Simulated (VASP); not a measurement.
Here is a VASP 6.6.1 calculation.

File INCAR:

```
ALGO     = Normal         # electronic algorithm
DIPOL    = 0.5 0.5 0.500
EDIFF    = 1E-6           # SCF threshold, eV
ENCUT    = 600            # plane-wave cutoff, eV
GGA      = PE             # functional
IDIPOL   = 3            
ISIF     = 2              # what is computed and relaxed
ISMEAR   = -1             # smearing method
LASPH    = True           # aspherical terms in the spheres
LCHARG   = True           # write CHGCAR
LDIPOL   = True         
LELF     = True           # ELF
LREAL    = False          # projectors in reciprocal space
LVACPOTAV= True         
LVHAR    = True         
LWAVE    = False          # write WAVECAR
NBANDS   = 20             # bands
NELM     = 100            # most SCF steps
PREC     = Accurate       # precision mode
SIGMA    = 0.05           # smearing width, eV
```

KPOINTS

```
k-points
0
Gamma
  7 7 1
```

Contents of POSCAR:

```
K
1.0
    4.7251254772      0.0000000000      0.0000000000
   -2.2093571875      4.1767872334      0.0000000000
    0.0000000000      0.0000000000     22.8117980100
K
3
Direct
    0.1793869800      0.8206130200      0.3287772405
    0.8206130200      0.1793869800      0.5000000000
    0.1793869800      0.8206130200      0.6712227595
```

Potentials or basis: VASP PAW PBE potentials, release 64 (K_sv).

Command:

```console
$ cat potpaw_PBE.64/K_sv/POTCAR > POTCAR
$ mpirun -np 1 vasp_std > vasp.out
```

(1) Estimate the work function of the lower face.

(2) Predict the work function of the upper face.

Results:

(1) 2.38 eV.

(2) 2.38 eV.
